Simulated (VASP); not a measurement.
A run of VASP 6.6.1 is set up as follows.

File INCAR:

```
PREC = Accurate
ENCUT = 600
EDIFF = 1E-7
ISMEAR = 0
SIGMA = 0.03
LREAL = False
LASPH = True
NELM = 80
ALGO = Normal
ISIF = 3
LWAVE = False
LCHARG = False
GGA = PE
IBRION = 2
NSW = 90
EDIFFG = -0.005
```

KPOINTS

```
Automatic mesh
0
Gamma
  10 10 10
```

The input POSCAR:

```
Si                                      
1.0
    0.0000000000      2.7342968687      2.7342968687
    2.7342968687      0.0000000000      2.7342968687
    2.7342968687      2.7342968687      0.0000000000
  Si            
     2
Direct
     0.7500000000000000    0.7500000000000000    0.7500000000000000
     0.5000000000000000    0.5000000000000000    0.5000000000000000
```

Potentials or basis: VASP PAW PBE potentials, release 64 (Si).

Launch:

```sh
$ cat potpaw_PBE.64/Si/POTCAR > POTCAR
$ mpirun -np 1 vasp_std > vasp.out
```

Question: Estimate the band gap on the k mesh.

Answer: 0.62 eV, indirect (least direct gap 2.56 eV).

Final structure:
```yaml
crystal:
  lattice:
    - [0.00000, 2.73430, 2.73430]
    - [2.73430, 0.00000, 2.73430]
    - [2.73430, 2.73430, 0.00000]
  atoms:
    - { symbol: Si, position: [0.75000, 0.75000, 0.75000] }
    - { symbol: Si, position: [0.50000, 0.50000, 0.50000] }
```

Caveat: the relaxation stopped at its first step, so nothing moved. A hybrid or GW would open this gap; PBE tends to underestimate it.
